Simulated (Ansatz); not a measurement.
## Density of states of ZnCu

```cif
data_structure
_symmetry_space_group_name_H-M 'Pm-3m'
_symmetry_Int_Tables_number 221
_cell_length_a 2.9450
_cell_length_b 2.9450
_cell_length_c 2.9450
_cell_angle_alpha 90.000
_cell_angle_beta 90.000
_cell_angle_gamma 90.000
_cell_volume 25.54
loop_
_atom_site_label
_atom_site_type_symbol
_atom_site_symmetry_multiplicity
_atom_site_Wyckoff_symbol
_atom_site_fract_x
_atom_site_fract_y
_atom_site_fract_z
_atom_site_occupancy
Zn1 Zn 1 b 0.50000 0.50000 0.50000 1
Cu1 Cu 1 a 0.00000 0.00000 0.00000 1
```

The runs use the primitive cell with vectors (2.945, 0.000, 0.000), (0.000, 2.945, 0.000), (0.000, 0.000, 2.945) Å, to which the k mesh refers.

Symmetry: Pm-3m, No. 221, cubic system. Conventional cell: a = 2.945 Å, b = 2.945 Å, c = 2.945 Å, α = 90.00°, β = 90.00°, γ = 90.00°. Zn (site symmetry m-3m) is surrounded by 8 Cu at 2.55 Å. Cu (site symmetry m-3m) is surrounded by 8 Zn at 2.55 Å.

The cell is COD entry 9008814, as deposited and not checked against the literature; nothing was relaxed.

The calculation used DFT, PBE, all-electron LAPW, scalar-relativistic (Ansatz 0.2.0).

Sampling and basis: a Γ-centred 14×14×14 k mesh, Fermi–Dirac smearing of 0.05 eV, basis error target 0.5 meV/atom, no spin polarisation.

States per eV and cell, averaged over 0.4 eV, from -9.8 to 4.0 eV, with energies (bin centres) from the Fermi level; empty bins are left out. The partial columns, the largest 4 alone, are projections on Löwdin-orthogonalised atomic shells (those that the program's projection atoms carry: the occupied ones and, for some elements, an empty d or f shell; other empty shells have no column), summed over atoms of an element. Weights on diffuse s and p shells depend on that basis and aren't pure angular character.

```json
{"E (eV)": "-9.7", "total": "0.14", "Zn 3d": "0.00", "Cu 3d": "0.00", "Zn 4s": "0.06", "Cu 4s": "0.07"}
{"E (eV)": "-9.3", "total": "0.19", "Zn 3d": "0.00", "Cu 3d": "0.00", "Zn 4s": "0.09", "Cu 4s": "0.09"}
{"E (eV)": "-8.9", "total": "0.25", "Zn 3d": "0.02", "Cu 3d": "0.00", "Zn 4s": "0.11", "Cu 4s": "0.11"}
{"E (eV)": "-8.5", "total": "0.35", "Zn 3d": "0.06", "Cu 3d": "0.01", "Zn 4s": "0.15", "Cu 4s": "0.14"}
{"E (eV)": "-8.1", "total": "1.37", "Zn 3d": "0.87", "Cu 3d": "0.04", "Zn 4s": "0.23", "Cu 4s": "0.23"}
{"E (eV)": "-7.7", "total": "8.73", "Zn 3d": "8.00", "Cu 3d": "0.24", "Zn 4s": "0.24", "Cu 4s": "0.23"}
{"E (eV)": "-7.3", "total": "12.77", "Zn 3d": "12.34", "Cu 3d": "0.26", "Zn 4s": "0.09", "Cu 4s": "0.05"}
{"E (eV)": "-6.9", "total": "2.60", "Zn 3d": "2.36", "Cu 3d": "0.04", "Zn 4s": "0.11", "Cu 4s": "0.09"}
{"E (eV)": "-6.5", "total": "0.50", "Zn 3d": "0.19", "Cu 3d": "0.04", "Zn 4s": "0.13", "Cu 4s": "0.13"}
{"E (eV)": "-6.1", "total": "0.51", "Zn 3d": "0.13", "Cu 3d": "0.07", "Zn 4s": "0.15", "Cu 4s": "0.16"}
{"E (eV)": "-5.7", "total": "0.53", "Zn 3d": "0.09", "Cu 3d": "0.11", "Zn 4s": "0.17", "Cu 4s": "0.14"}
{"E (eV)": "-5.3", "total": "0.68", "Zn 3d": "0.09", "Cu 3d": "0.21", "Zn 4s": "0.25", "Cu 4s": "0.10"}
{"E (eV)": "-4.9", "total": "1.11", "Zn 3d": "0.12", "Cu 3d": "0.53", "Zn 4s": "0.34", "Cu 4s": "0.07"}
{"E (eV)": "-4.5", "total": "0.80", "Zn 3d": "0.06", "Cu 3d": "0.49", "Zn 4s": "0.13", "Cu 4s": "0.09"}
{"E (eV)": "-4.1", "total": "1.68", "Zn 3d": "0.06", "Cu 3d": "1.28", "Zn 4s": "0.07", "Cu 4s": "0.18"}
{"E (eV)": "-3.7", "total": "5.18", "Zn 3d": "0.18", "Cu 3d": "4.63", "Zn 4s": "0.06", "Cu 4s": "0.17"}
{"E (eV)": "-3.3", "total": "6.04", "Zn 3d": "0.10", "Cu 3d": "5.74", "Zn 4s": "0.04", "Cu 4s": "0.03"}
{"E (eV)": "-2.9", "total": "8.32", "Zn 3d": "0.16", "Cu 3d": "7.94", "Zn 4s": "0.09", "Cu 4s": "0.07"}
{"E (eV)": "-2.5", "total": "1.74", "Zn 3d": "0.03", "Cu 3d": "1.49", "Zn 4s": "0.09", "Cu 4s": "0.06"}
{"E (eV)": "-2.1", "total": "0.53", "Zn 3d": "0.01", "Cu 3d": "0.29", "Zn 4s": "0.07", "Cu 4s": "0.07"}
{"E (eV)": "-1.7", "total": "0.96", "Zn 3d": "0.01", "Cu 3d": "0.47", "Zn 4s": "0.08", "Cu 4s": "0.22"}
{"E (eV)": "-1.3", "total": "0.79", "Zn 3d": "0.01", "Cu 3d": "0.28", "Zn 4s": "0.10", "Cu 4s": "0.18"}
{"E (eV)": "-0.9", "total": "0.67", "Zn 3d": "0.01", "Cu 3d": "0.18", "Zn 4s": "0.10", "Cu 4s": "0.15"}
{"E (eV)": "-0.5", "total": "0.59", "Zn 3d": "0.01", "Cu 3d": "0.12", "Zn 4s": "0.09", "Cu 4s": "0.12"}
{"E (eV)": "-0.1", "total": "0.53", "Zn 3d": "0.01", "Cu 3d": "0.09", "Zn 4s": "0.09", "Cu 4s": "0.10"}
{"E (eV)": "0.3", "total": "0.47", "Zn 3d": "0.01", "Cu 3d": "0.06", "Zn 4s": "0.08", "Cu 4s": "0.08"}
{"E (eV)": "0.7", "total": "0.42", "Zn 3d": "0.00", "Cu 3d": "0.04", "Zn 4s": "0.06", "Cu 4s": "0.07"}
{"E (eV)": "1.1", "total": "0.36", "Zn 3d": "0.00", "Cu 3d": "0.03", "Zn 4s": "0.05", "Cu 4s": "0.05"}
{"E (eV)": "1.5", "total": "0.30", "Zn 3d": "0.00", "Cu 3d": "0.02", "Zn 4s": "0.04", "Cu 4s": "0.04"}
{"E (eV)": "1.9", "total": "0.30", "Zn 3d": "0.00", "Cu 3d": "0.02", "Zn 4s": "0.07", "Cu 4s": "0.04"}
{"E (eV)": "2.3", "total": "0.52", "Zn 3d": "0.01", "Cu 3d": "0.04", "Zn 4s": "0.17", "Cu 4s": "0.11"}
{"E (eV)": "2.7", "total": "0.64", "Zn 3d": "0.01", "Cu 3d": "0.04", "Zn 4s": "0.18", "Cu 4s": "0.17"}
{"E (eV)": "3.1", "total": "0.73", "Zn 3d": "0.01", "Cu 3d": "0.03", "Zn 4s": "0.17", "Cu 4s": "0.17"}
{"E (eV)": "3.5", "total": "0.75", "Zn 3d": "0.01", "Cu 3d": "0.03", "Zn 4s": "0.15", "Cu 4s": "0.14"}
{"E (eV)": "3.9", "total": "0.70", "Zn 3d": "0.00", "Cu 3d": "0.02", "Zn 4s": "0.12", "Cu 4s": "0.12"}
```

Q: Where is the centre of the filled Zn 3d states between -14 eV and the top of the filled states?

A: -7.27 eV from the Fermi level.
